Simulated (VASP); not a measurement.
# TiB2 (P6/mmm) in VASP: notebook

One crystal, TiB2, is run at these levels: PBEsol, LDA; tasks: relaxation of cell and atoms.

Program: VASP 6.6.1. These are calculated values, not measurements. Logs are shortened: lines on timing, memory, paths and dates and some standing lists are left out, and cuts for length are marked.

## 1. The structure

The structure is hexagonal, space group P6/mmm (No. 191). The conventional cell has a = 3.026 Å, b = 3.026 Å, c = 3.229 Å, α = 90.00°, β = 90.00°, γ = 120.00°. Ti (site symmetry 6/mmm) has 12 B at 2.38 Å as nearest neighbours. Around B (site symmetry -6m2) lie 3 B at 1.75 Å.

The cell is a database's computed one.

## 2. Relaxation of cell and atoms, PBEsol

Contents of INCAR:

```
  PREC = Accurate
  ENCUT = 600
  EDIFF = 1E-7
  ISMEAR = 0
  SIGMA = 0.1
  LREAL = F
  LASPH = T
  NELM = 80
  ALGO = Normal
  ISIF = 3
  LWAVE = F
  LCHARG = F
  GGA = PS
  IBRION = 2
  NSW = 90
  EDIFFG = -0.005
```

Contents of KPOINTS:

```
regular mesh
0
Gamma
  15 15 14
```

Contents of POSCAR:

```
TiB2
1.0
    3.0259273100      0.0000000000      0.0000000000
   -1.5129636600      2.6205299200      0.0000000000
    0.0000000000      0.0000000000      3.2287677100
Ti B
1 2
Direct
    0.0000000000      0.0000000000      0.0000000000
    0.3333333300      0.6666666700      0.5000000000
    0.6666666700      0.3333333300      0.5000000000
```

Potentials or basis: VASP PAW PBE potentials, release 64 (Ti_sv, B).

On the command line:

```console
$ cat potpaw_PBE.64/Ti_sv/POTCAR potpaw_PBE.64/B/POTCAR > POTCAR
$ mpirun -np 1 vasp_std > vasp.out
```

OUTCAR:

```text
PREC = Accurate
   ENCUT = 600
   EDIFF = 1E-7
   ISMEAR = 0
   LREAL = F
   LASPH = T
   NELM = 80
   ISIF = 3
   GGA = PS
   IBRION = 2
   NSW = 90
   EDIFFG = -0.005

 ion  position               nearest neighbor table
   1  0.000  0.000  0.000-   2 2.38   3 2.38   2 2.38   3 2.38   3 2.38   3 2.38   2 2.38   2 2.38
                             3 2.38   3 2.38   2 2.38   2 2.38
   2  0.333  0.667  0.500-   3 1.75   3 1.75   3 1.75   1 2.38   1 2.38   1 2.38   1 2.38   1 2.38
                             1 2.38
   3  0.667  0.333  0.500-   2 1.75   2 1.75   2 1.75   1 2.38   1 2.38   1 2.38   1 2.38   1 2.38
                             1 2.38

  LATTYP: Found a hexagonal cell.
 ALAT       =     3.0259273100
 C/A-ratio  =     1.0670341285

  Lattice vectors:

 A1 = (   3.0259273100,   0.0000000000,   0.0000000000)
 A2 = (  -1.5129636600,   2.6205299200,   0.0000000000)
 A3 = (   0.0000000000,   0.0000000000,   3.2287677100)

Analysis of symmetry for initial positions (statically):
=====================================================================
 Subroutine PRICEL returns:
 Original cell was already a primitive cell.

 Routine SETGRP: Setting up the symmetry group for a
 hexagonal supercell.

 Subroutine GETGRP returns: Found 24 space group operations
 (whereof 24 operations were pure point group operations)
 out of a pool of 24 trial point group operations.

The static configuration has the point symmetry D_6h.

Analysis of symmetry for dynamics (positions and initial velocities):
=====================================================================
 Subroutine PRICEL returns:
 Original cell was already a primitive cell.

 Routine SETGRP: Setting up the symmetry group for a
 hexagonal supercell.

 Subroutine GETGRP returns: Found 24 space group operations
 (whereof 24 operations were pure point group operations)
 out of a pool of 24 trial point group operations.

The dynamic configuration has the point symmetry D_6h.

 Subroutine INISYM returns: Found 24 space group operations
 (whereof 24 operations are pure point group operations),
 and found     1 'primitive' translations

----------------------------------------------------------------------------------------

                                     Primitive cell

  volume of cell :      25.6026

  direct lattice vectors                    reciprocal lattice vectors
     3.025927310  0.000000000  0.000000000     0.330477205  0.190801104  0.000000000
    -1.512963660  2.620529920  0.000000000     0.000000000  0.381602207  0.000000000
     0.000000000  0.000000000  3.228767710     0.000000000  0.000000000  0.309715684

  length of vectors
     3.025927310  3.025927312  3.228767710     0.381602207  0.381602207  0.309715684

  position of ions in fractional coordinates (direct lattice)
     0.000000000  0.000000000  0.000000000
     0.333333330  0.666666670  0.500000000
     0.666666670  0.333333330  0.500000000

  ion indices of the primitive-cell ions
   primitive index   ion index
                 1           1
                 2           2
                 3           3

----------------------------------------------------------------------------------------

 KPOINTS: regular mesh

Automatic generation of k-mesh.
 Grid dimensions read from file:
 generate k-points for:   15   15   14

 Generating k-lattice:

  Cartesian coordinates                     Fractional coordinates (reciprocal lattice)
     0.022031814  0.012720074  0.000000000     0.066666667  0.000000000  0.000000000
     0.000000000  0.025440147  0.000000000     0.000000000  0.066666667  0.000000000
     0.000000000  0.000000000  0.022122549     0.000000000  0.000000000  0.071428571

  Length of vectors
     0.025440147  0.025440147  0.022122549

  Shift w.r.t. Gamma in fractional coordinates (k-lattice)
     0.000000000  0.000000000  0.000000000

 Subroutine IBZKPT returns following result:
 ===========================================

 Found    216 irreducible k-points:

 Following reciprocal coordinates:
            Coordinates               Weight
  0.000000  0.000000  0.000000      1.000000
  0.066667  0.000000  0.000000      6.000000
  0.133333  0.000000  0.000000      6.000000
  0.200000  0.000000  0.000000      6.000000
  0.266667  0.000000  0.000000      6.000000
  0.333333  0.000000  0.000000      6.000000
[... 16 lines left out ...]
  0.333333  0.200000  0.000000     12.000000
  0.400000  0.200000  0.000000      6.000000
 [... further k-points ...]
   k-points           NKPTS =    216   k-points in BZ     NKDIM =    216   number of bands    NBANDS=     13
   number of dos      NEDOS =    301   number of ions     NIONS =      3
   total plane-waves  NPLWV =  16128
   dimension x,y,z NGX =    24 NGY =   24 NGZ =   28
   dimension x,y,z NGXF=    48 NGYF=   48 NGZF=   56
   ions per type =               1   2
   NGX,Y,Z   is equivalent  to a cutoff of  13.19, 13.19, 14.42 a.u.
   NGXF,Y,Z  is equivalent  to a cutoff of  26.37, 26.37, 28.83 a.u.
 SYSTEM =  unknown system
   PREC   = accura    normal or accurate (medium, high low for compatibility)
   ISTART =      0    job   : 0-new  1-cont  2-samecut
   ICHARG =      2    charge: 1-file 2-atom 10-const
   ISPIN  =      1    spin polarized calculation?
   LNONCOLLINEAR =      F non collinear calculations
   LSORBIT =      F    spin-orbit coupling
   LASPH  =      T    aspherical Exc in radial PAW
   ENCUT  =  600.0 eV  44.10 Ry    6.64 a.u.   6.04  6.04  6.45*2*pi/ulx,y,z
   NELM   =     80;   NELMIN=  2; NELMDL= -5     # of ELM steps
   EDIFF  = 0.1E-06   stopping-criterion for ELM
   LREAL  =      F    real-space projection
   EDIFFG = -.5E-02   stopping-criterion for IOM
   NSW    =     90    number of steps for IOM
   IBRION =      2    ionic relax: 0-MD 1-quasi-New 2-CG
   NFREE  =      1    steps in history (QN), initial steepest desc. (CG)
   ISIF   =      3    stress and relaxation
   ISYM   =      2    0-nonsym 1-usesym 2-fastsym
   POTIM  = 0.5000    time-step for ionic-motion
   TEBEG  =    0.0;   TEEND  =   0.0 temperature during run
   PSTRESS=    0.0 pullay stress
   NELECT =      18.0000    total number of electrons
   NUPDOWN=      -1.0000    fix difference up-down
   EMIN   =  10.00;   EMAX   =-10.00  energy-range for DOS
   EFERMI =   0.00;   METHOD = LEGACY
   ISMEAR =     0;   SIGMA  =   0.10  broadening in eV -4-tet -1-fermi 0-gaus
   EFERMI_NEDOS =   21; number of points for ismear=-14 and -15
   IALGO  =     38    algorithm
   IMIX   =      4    mixing-type and parameters
     AMIX     =   0.40;   BMIX     =  1.00
     AMIX_MAG =   1.60;   BMIX_MAG =  1.00
  volume/ion in A,a.u.               =       8.53        57.59
  Fermi-wavevector in a.u.,A,eV,Ry     =   1.455697  2.750868 28.831460  2.119053
  Thomas-Fermi vector in A             =   2.572701
   LORBIT       =      0    0 simple, 1 ext, 2 COOP (PROOUT), +10 PAW based schemes
   GGA     = PS    functional components
   LHFCALC =     F    Hartree Fock is set to
   AEXX    =    0.0000 exact exchange contribution
   IVDW    =     0    specifies the selected vdW correction
   LEPSILON=     F    determine dielectric tensor
   LRPA    =     F    only Hartree local field effects (RPA)
 conjugate gradient relaxation of ions
 non-spin polarized calculation
 Gauss-broadening in eV      SIGMA  =   0.10
  energy-cutoff  :      600.00
  volume of cell :       25.60
 maximum number of plane-waves:       876
   NGX = 13   NGY = 13   NGZ = 13

--------------------------------------- Ionic step        1  -------------------------------------------

 number of electron      18.0000003 magnetization

 Free energy of the ion-electron system (eV)
  ---------------------------------------------------
  ext. energy  EPLUGINS =         0.00000000
  ---------------------------------------------------
  free energy    TOTEN  =       -25.78708551 eV

  energy without entropy =      -25.78522206  energy(sigma->0) =      -25.78615379

 E-fermi :   9.9498     XC(G=0): -12.8816

 val. band max:        9.9490596262   @ k =   0.2000   0.2000   0.1429
 cond. band min:       9.9534075337   @ k =   0.0667   0.0667   0.2857
 fundamental gap:      0.0043479074
 Fermi energy:         9.9498197069

 k-point     1 :       0.0000    0.0000    0.0000
  band No.  band energies     occupation
      1     -46.7690      2.00000
      2     -23.2329      2.00000
      3     -22.9049      2.00000
      4     -22.9049      2.00000
      5      -3.5538      2.00000
      6       7.3390      2.00000
      7       7.3390      2.00000
      8       7.6082      2.00000
      9       7.7709      2.00000
     10      11.8262      0.00000
     11      11.8262      0.00000
     12      13.6124      0.00000
     13      13.6124      0.00000

 k-point     2 :       0.0667    0.0000    0.0000
  band No.  band energies     occupation
      1     -46.7666      2.00000
      2     -23.2298      2.00000
      3     -22.9235      2.00000
      4     -22.9091      2.00000
      5      -3.4678      2.00000
      6       7.0902      2.00000
      7       7.3245      2.00000
      8       7.5367      2.00000
      9       7.8158      2.00000
     10      11.8002      0.00000
     11      11.9772      0.00000
     12      13.2470      0.00000
     13      13.3039      0.00000
[... 476 lines left out ...]
 VOLUME and BASIS-vectors are now :
 -----------------------------------------------------------------------------
  energy-cutoff  :      600.00
  volume of cell :       25.14
      direct lattice vectors                 reciprocal lattice vectors
     3.019432198  0.000000000  0.000000000     0.331188096  0.191211537  0.000000000
    -1.509716104  2.614904988 -0.000000000    -0.000000000  0.382423073 -0.000000000
    -0.000000000  0.000000000  3.184428269    -0.000000000 -0.000000000  0.314028113

 POSITION                                       TOTAL-FORCE (eV/Angst)
 -----------------------------------------------------------------------------------
     -0.00000      0.00000      3.18443        -0.000000      0.000000      0.000000
     -0.00000      1.74327      1.59221         0.000000      0.000000      0.000000
      1.50972      0.87163      1.59221        -0.000000     -0.000000     -0.000000
 -----------------------------------------------------------------------------------
    total drift:                                0.000000     -0.000000      0.000000

  FREE ENERGIE OF THE ION-ELECTRON SYSTEM (eV)
  ---------------------------------------------------
  free  energy   TOTEN  =       -25.7954548081 eV

  energy  without entropy=      -25.7936122417  energy(sigma->0) =      -25.79453352

--------------------------------------- Ionic step        5  -------------------------------------------

 number of electron      18.0000004 magnetization

 Free energy of the ion-electron system (eV)
  ---------------------------------------------------
  ext. energy  EPLUGINS =         0.00000000
  ---------------------------------------------------
  free energy    TOTEN  =       -25.79546132 eV

  energy without entropy =      -25.79361784  energy(sigma->0) =      -25.79453958

 E-fermi :  10.1488     XC(G=0): -12.9720

 val. band max:       10.1479491139   @ k =   0.2000   0.2000   0.1429
 cond. band min:      10.1582581104   @ k =   0.0000   0.0000   0.3571
 fundamental gap:      0.0103089964
 Fermi energy:        10.1488090791

 k-point     1 :       0.0000    0.0000    0.0000
  band No.  band energies     occupation
      1     -46.5060      2.00000
      2     -22.9651      2.00000
      3     -22.6444      2.00000
      4     -22.6444      2.00000
      5      -3.4362      2.00000
      6       7.4273      2.00000
      7       7.4273      2.00000
      8       7.9338      2.00000
      9       7.9579      2.00000
     10      12.0900      0.00000
     11      12.0900      0.00000
     12      13.9715      0.00000
     13      13.9715      0.00000

 k-point     2 :       0.0667    0.0000    0.0000
  band No.  band energies     occupation
      1     -46.5034      2.00000
      2     -22.9619      2.00000
      3     -22.6637      2.00000
      4     -22.6488      2.00000
      5      -3.3494      2.00000
      6       7.1805      2.00000
      7       7.4154      2.00000
      8       7.8547      2.00000
      9       8.0003      2.00000
     10      12.0638      0.00000
     11      12.2495      0.00000
     12      13.5774      0.00000
     13      13.6342      0.00000
[... 365 lines left out ...]
 VOLUME and BASIS-vectors are now :
 -----------------------------------------------------------------------------
  energy-cutoff  :      600.00
  volume of cell :       25.14
      direct lattice vectors                 reciprocal lattice vectors
     3.018815891  0.000000000  0.000000000     0.331255710  0.191250574  0.000000000
    -1.509407951  2.614371251 -0.000000000    -0.000000000  0.382501146 -0.000000000
    -0.000000000  0.000000000  3.185473422    -0.000000000 -0.000000000  0.313925080

 POSITION                                       TOTAL-FORCE (eV/Angst)
 -----------------------------------------------------------------------------------
     -1.50941      2.61437     -0.00000         0.000000      0.000000      0.000000
     -0.00000      1.74291      1.59274         0.000000      0.000000      0.000000
      1.50941      0.87146      1.59274        -0.000000     -0.000000     -0.000000
 -----------------------------------------------------------------------------------
    total drift:                               -0.000000      0.000000     -0.000000

  FREE ENERGIE OF THE ION-ELECTRON SYSTEM (eV)
  ---------------------------------------------------
  free  energy   TOTEN  =       -25.7954613184 eV

  energy  without entropy=      -25.7936178380  energy(sigma->0) =      -25.79453958

 reached required accuracy - stopping structural energy minimisation
```

It took 1.9 min on 1 thread of Intel Xeon Platinum 8488C (Sapphire Rapids), shared host; peak memory 0.23 GiB.

Results:

| Item | Value |
| --- | --- |
| Free energy | -25.7955 eV |
| Relaxed volume | 8.38 Å³/atom |
| Relaxed cell | a = 3.019 Å, b = 3.019 Å, c = 3.185 Å, α = 90.00°, β = 90.00°, γ = 120.00° |
| Space group after relaxing (to 0.05 Å) | P6/mmm (No. 191) |
| Energy gained by relaxing | 2.8 meV/atom |
| Ionic steps | 5 |
| Pressure after relaxing | 0.0 GPa |
| Band gap on the k mesh | none (metal or under the smearing width) |

Step by step:
```tsv
step	energy change (eV)	largest force (eV/Å)	pressure (GPa)	volume (Å³)
1	0.0000	0.0000	-4.27	25.60
2	-0.0034	0.0000	4.19	24.77
3	-0.0076	0.0000	0.46	25.12
4	-0.0084	0.0000	-0.04	25.14
5	-0.0084	0.0000	0.01	25.14
```

Final structure:
```yaml
crystal:
  lattice:
    - [3.01882, 0.00000, 0.00000]
    - [-1.50941, 2.61437, 0.00000]
    - [0.00000, 0.00000, 3.18547]
  atoms:
    - { symbol: Ti, position: [0.00000, 0.00000, 0.00000] }
    - { symbol: B, position: [0.33333, 0.66667, 0.50000] }
    - { symbol: B, position: [0.66667, 0.33333, 0.50000] }
```

Levels at points of the mesh, in eV from the Fermi level:
```tsv
k point	band 6	band 7	band 8	band 9	band 10	band 11	band 12	band 13
(0.00, 0.00, 0.00)	-2.72	-2.72	-2.22	-2.19	1.94	1.94	3.82	3.82
(0.00, 0.00, 0.50)	-7.71	-0.58	-0.58	-0.28	-0.28	0.42	0.42	1.79
```

Caveat: the PAW data sets were made with another functional, which shifts forces and pressure a little.

(Continued in part 2 of 2.)
